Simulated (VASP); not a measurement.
# Ge (I4_1/amd) in VASP: a series of runs

Runs on Ge. Level: PBE. Tasks: single point.

All numbers are computed with VASP 6.6.1; they aren't measurements. Logs are shortened: lines on timing, memory, paths and dates and some standing lists are left out, and cuts for length are marked.

## 1. The crystal as given

Symmetry: I4_1/amd, No. 141, tetragonal system. The conventional cell has a = 5.149 Å, b = 5.149 Å, c = 2.795 Å, α = 90.00°, β = 90.00°, γ = 90.00°. Around Ge (site symmetry -4m2) lie 6 Ge at 2.67 to 2.79 Å.

This isn't the form of Ge at room conditions, which is diamond.

## 2. Single point, PBE

INCAR

```
PREC = Accurate
ENCUT = 400
EDIFF = 1E-7
ISMEAR = 0
SIGMA = 0.05
LREAL = Auto
LASPH = T
NELM = 100
ALGO = Normal
ISIF = 2
LWAVE = F
LCHARG = F
GGA = PE
NBANDS = 21
ADDGRID = F
```

KPOINTS

```
regular mesh
0
Gamma
  8 8 8
```

POSCAR

```
Ge
1.0
   -2.5744897190      2.5744897190      1.3974126432
    2.5744897190     -2.5744897190      1.3974126432
    2.5744897190      2.5744897190     -1.3974126432
Ge
2
Direct
    0.5000000000      0.5000000000      0.0000000000
    0.2500000000      0.7500000000      0.5000000000
```

Potentials or basis: VASP PAW PBE potentials, release 64 (Ge_d).

Started as:

```sh
> cat potpaw_PBE.64/Ge_d/POTCAR > POTCAR
> mpirun -np 1 vasp_std > vasp.out
```

OUTCAR:

```text
PREC = Accurate
   ENCUT = 400
   EDIFF = 1E-7
   ISMEAR = 0
   LREAL = Auto
   LASPH = T
   NELM = 100
   ISIF = 2
   GGA = PE

 Found     59 irreducible k-points:

 Following reciprocal coordinates:
            Coordinates               Weight
  0.000000  0.000000  0.000000      1.000000
  0.125000  0.000000 -0.000000      8.000000
  0.250000  0.000000 -0.000000      8.000000
  0.375000  0.000000  0.000000      8.000000
  0.500000  0.000000 -0.000000      4.000000
  0.125000  0.125000 -0.000000      8.000000
   k-points           NKPTS =     59   k-points in BZ     NKDIM =     59   number of bands    NBANDS=     21
   number of dos      NEDOS =    301   number of ions     NIONS =      2
   total plane-waves  NPLWV =  21952
   dimension x,y,z NGX =    28 NGY =   28 NGZ =   28
   dimension x,y,z NGXF=    56 NGYF=   56 NGZF=   56
   ions per type =               2
   NGX,Y,Z   is equivalent  to a cutoff of  11.94, 11.94, 11.94 a.u.
   NGXF,Y,Z  is equivalent  to a cutoff of  23.87, 23.87, 23.87 a.u.
 SYSTEM =  unknown system
   PREC   = accura    normal or accurate (medium, high low for compatibility)
   ISTART =      0    job   : 0-new  1-cont  2-samecut
   ICHARG =      2    charge: 1-file 2-atom 10-const
   ISPIN  =      1    spin polarized calculation?
   LNONCOLLINEAR =      F non collinear calculations
   LSORBIT =      F    spin-orbit coupling
   LASPH  =      T    aspherical Exc in radial PAW
   ENCUT  =  400.0 eV  29.40 Ry    5.42 a.u.   6.36  6.36  6.36*2*pi/ulx,y,z
   NELM   =    100;   NELMIN=  2; NELMDL= -5     # of ELM steps
   EDIFF  = 0.1E-06   stopping-criterion for ELM
   LREAL  =      T    real-space projection
   EDIFFG = 0.1E-05   stopping-criterion for IOM
   NSW    =      0    number of steps for IOM
   IBRION =     -1    ionic relax: 0-MD 1-quasi-New 2-CG
   NFREE  =      0    steps in history (QN), initial steepest desc. (CG)
   ISIF   =      2    stress and relaxation
   ISYM   =      2    0-nonsym 1-usesym 2-fastsym
   POTIM  = 0.5000    time-step for ionic-motion
   TEBEG  =    0.0;   TEEND  =   0.0 temperature during run
   PSTRESS=    0.0 pullay stress
   NELECT =      28.0000    total number of electrons
   NUPDOWN=      -1.0000    fix difference up-down
   EMIN   =  10.00;   EMAX   =-10.00  energy-range for DOS
   EFERMI =   0.00;   METHOD = LEGACY
   ISMEAR =     0;   SIGMA  =   0.05  broadening in eV -4-tet -1-fermi 0-gaus
   EFERMI_NEDOS =   21; number of points for ismear=-14 and -15
   IALGO  =     38    algorithm
   IMIX   =      4    mixing-type and parameters
     AMIX     =   0.40;   BMIX     =  1.00
     AMIX_MAG =   1.60;   BMIX_MAG =  1.00
  volume/ion in A,a.u.               =      18.52       125.01
  Fermi-wavevector in a.u.,A,eV,Ry     =   1.491209  2.817976 30.255333  2.223704
  Thomas-Fermi vector in A             =   2.603893
   LORBIT       =      0    0 simple, 1 ext, 2 COOP (PROOUT), +10 PAW based schemes
   GGA     = PE    functional components
   LHFCALC =     F    Hartree Fock is set to
   AEXX    =    0.0000 exact exchange contribution
   IVDW    =     0    specifies the selected vdW correction
   LEPSILON=     F    determine dielectric tensor
   LRPA    =     F    only Hartree local field effects (RPA)
 non-spin polarized calculation
 Gauss-broadening in eV      SIGMA  =   0.05
  energy-cutoff  :      400.00
  volume of cell :       37.05
 maximum number of plane-waves:       691
 NGX is ok and might be reduce to    28
   NGX = 13   NGY = 13   NGZ = 13

 number of electron      28.0000030 magnetization

 Free energy of the ion-electron system (eV)
  ---------------------------------------------------
  ext. energy  EPLUGINS =         0.00000000
  ---------------------------------------------------
  free energy    TOTEN  =        -8.54053262 eV

  energy without entropy =       -8.53963179  energy(sigma->0) =       -8.54008220

 E-fermi :   6.7246     XC(G=0): -11.3205

 val. band max:        6.7025281799   @ k =  -0.2500   0.2500   0.2500
 cond. band min:       6.8420640188   @ k =   0.3750   0.3750   0.1250
 fundamental gap:      0.1395358389
 Fermi energy:         6.7245934654

 k-point     1 :       0.0000    0.0000    0.0000
  band No.  band energies     occupation
      1     -17.9589      2.00000
      2     -17.9090      2.00000
      3     -17.8832      2.00000
      4     -17.8765      2.00000
      5     -17.7725      2.00000
      6     -17.7725      2.00000
[... 13 lines left out ...]
     20      18.3533      0.00000
     21      19.3398      0.00000

 k-point     2 :       0.1250    0.0000   -0.0000
  band No.  band energies     occupation
      1     -17.9526      2.00000
      2     -17.8890      2.00000
      3     -17.8755      2.00000
      4     -17.8533      2.00000
      5     -17.7872      2.00000
      6     -17.7833      2.00000
[... 13 lines left out ...]
     20      17.6889      0.00000
     21      18.1680      0.00000

 k-point     3 :       0.2500    0.0000   -0.0000
  band No.  band energies     occupation
      1     -17.9354      2.00000
      2     -17.8573      2.00000
      3     -17.8525      2.00000
      4     -17.8250      2.00000
      5     -17.8124      2.00000
      6     -17.7829      2.00000
[... 13 lines left out ...]
     20      15.6398      0.00000
     21      17.5771      0.00000

 k-point     4 :       0.3750    0.0000    0.0000
  band No.  band energies     occupation
      1     -17.9192      2.00000
      2     -17.8541      2.00000
      3     -17.8492      2.00000
      4     -17.8368      2.00000
      5     -17.8171      2.00000
      6     -17.7991      2.00000
[... 13 lines left out ...]
     20      15.9788      0.00000
     21      18.9692      0.00000

 k-point     5 :       0.5000    0.0000   -0.0000
  band No.  band energies     occupation
      1     -17.9111      2.00000
      2     -17.8677      2.00000
      3     -17.8613      2.00000
      4     -17.8317      2.00000
      5     -17.8082      2.00000
      6     -17.8062      2.00000
[... 13 lines left out ...]
     20      18.3884      0.00000
     21      19.2619      0.00000

 k-point     6 :       0.1250    0.1250   -0.0000
  band No.  band energies     occupation
      1     -17.9413      2.00000
      2     -17.8618      2.00000
      3     -17.8497      2.00000
      4     -17.8167      2.00000
      5     -17.8049      2.00000
      6     -17.7960      2.00000
[... 13 lines left out ...]
     20      15.8735      0.00000
     21      16.4747      0.00000

 [... further k-points ...]
[... 5 lines left out ...]
  --------------------------------------------------------------------------------------
  -------------------------------------------------------------------------------------
  Total        0.2413308      0.2413308      1.3436516      0.0000000     -0.0000000      0.0000000
  in kB       10.4365374     10.4365374     58.1072423      0.0000000     -0.0000000      0.0000000
  external PRESSURE =      26.3267724 kB  Pullay stress =       0.0000000 kB

 VOLUME and BASIS-vectors are now :
 -----------------------------------------------------------------------------
  energy-cutoff  :      400.00
  volume of cell :       37.05
      direct lattice vectors                 reciprocal lattice vectors
    -2.574489719  2.574489719  1.397412643     0.000000000  0.194213244  0.357804119
     2.574489719 -2.574489719  1.397412643     0.194213244  0.000000000  0.357804119
     2.574489719  2.574489719 -1.397412643     0.194213244  0.194213244  0.000000000

 POSITION                                       TOTAL-FORCE (eV/Angst)
 -----------------------------------------------------------------------------------
      0.00000      0.00000      1.39741        -0.000000     -0.000000     -0.000000
      2.57449      0.00000      0.69871         0.000000      0.000000      0.000000
 -----------------------------------------------------------------------------------
    total drift:                                0.000000     -0.000000      0.000000

  FREE ENERGIE OF THE ION-ELECTRON SYSTEM (eV)
  ---------------------------------------------------
  free  energy   TOTEN  =        -8.5405326224 eV

  energy  without entropy=       -8.5396317866  energy(sigma->0) =       -8.54008220
```

It took 30 s on 1 thread of Intel Xeon 6975P-C (Granite Rapids), shared host; peak memory 0.16 GiB.

The run converged, but some of its settings lie outside the range that counts as converged, so its numbers aren't taken as properties of the crystal.

What came out:

| Item | Value |
| --- | --- |
| Free energy | -8.5405 eV |
| Pressure | 2.6 GPa |
| Band gap on the k mesh | none (metal or under the smearing width) |

## 3. Single point, PBE

INCAR is that of step 2.

KPOINTS is that of step 2.

POSCAR

```
Ge
1.0
   -2.5744897190      2.5744897190      1.3974126432
    2.5744897190     -2.5744897190      1.3974126432
    2.5744897190      2.5744897190     -1.3974126432
Ge
2
Direct
    0.5147880000      0.5105290000      0.0041050000
    0.2603220000      0.7562090000      0.5249690000
```

Potentials or basis: VASP PAW PBE potentials, release 64 (Ge_d).

Started as:

```sh
> cat potpaw_PBE.64/Ge_d/POTCAR > POTCAR
> mpirun -np 1 vasp_std > vasp.out
```

It took 1.9 min on 1 thread of Intel Xeon 6975P-C (Granite Rapids), shared host; peak memory 0.21 GiB.

The run converged, but some of its settings lie outside the range that counts as converged, so its numbers aren't taken as properties of the crystal.

What came out:

| Property | Result |
| --- | --- |
| Free energy | -8.5281 eV |
| Pressure | 2.7 GPa |
| Largest force | 0.297 eV/Å |
| Band gap on the k mesh | none (metal or under the smearing width) |

(Continued in part 2 of 3.)
